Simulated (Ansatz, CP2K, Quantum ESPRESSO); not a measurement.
## CuO: programs and potentials compared

```
CELL_PARAMETERS angstrom
3.17550 0.00000 0.00000
0.00000 3.17550 0.00000
0.00000 0.00000 4.64953
ATOMIC_POSITIONS crystal
Cu 0.00000 0.00000 0.00000
Cu 0.50000 0.50000 0.00000
O 0.50000 0.00000 0.26700
O 0.00000 0.50000 0.73300
```

Measurements of this composition are mostly on another form, of space group No. 15.

Alike in all runs: task band structure; functional PBE; k mesh 8 × 8 × 6; occupations fermi-dirac, width 0.05 eV; no spin polarisation; no spin-orbit coupling. A missing gap at this level doesn't show that the real crystal is a metal. Pressure is positive in compression and, in plane waves, holds the error of the finite cutoff, which Ansatz's Pulay term estimates and takes out.

```
                                                     program and potentials  plane-wave cutoff (eV)                                                                        notes  band gap (eV)  pressure (GPa)  largest force (eV/Å)
                                                         Ansatz, Ansatz PAW                     420  12.5 valence electrons an atom on average; Pulay term of +0.66 GPa included         no gap           16.77                 0.903
CP2K, POTENTIAL_UZH Cu GTH-PBE-q11, O GTH-PBE-q6; TZVP-MOLOPT-PBE-GTH basis                       -                       atomic basis; 8.5 valence electrons an atom on average         no gap           19.65                 0.720
                                         Quantum ESPRESSO, Ansatz NC SR PBE                    1252                                    12.5 valence electrons an atom on average         no gap           16.86                 0.897
```

Force on atom 3 (O), eV/Å:

```
                                                     program and potentials      x      y       z
                                                         Ansatz, Ansatz PAW  0.000  0.000  -0.903
CP2K, POTENTIAL_UZH Cu GTH-PBE-q11, O GTH-PBE-q6; TZVP-MOLOPT-PBE-GTH basis  0.000  0.000  -0.720
                                         Quantum ESPRESSO, Ansatz NC SR PBE  0.000  0.000  -0.897
```

None finds a gap. The pressure spans 16.77 (Ansatz, Ansatz PAW) to 19.65 GPa (CP2K, POTENTIAL_UZH Cu GTH-PBE-q11, O GTH-PBE-q6; TZVP-MOLOPT-PBE-GTH basis). The cell lies far from this level's equilibrium. The atoms of the given cell lie far from their minimum at this level. Rows in atomic bases carry the error of their basis and grid, which can be large.

Differences between rows come from potentials, basis sets and numerical settings, since the functional is the same but for its coding. Runs on potential files found faulty are left out.
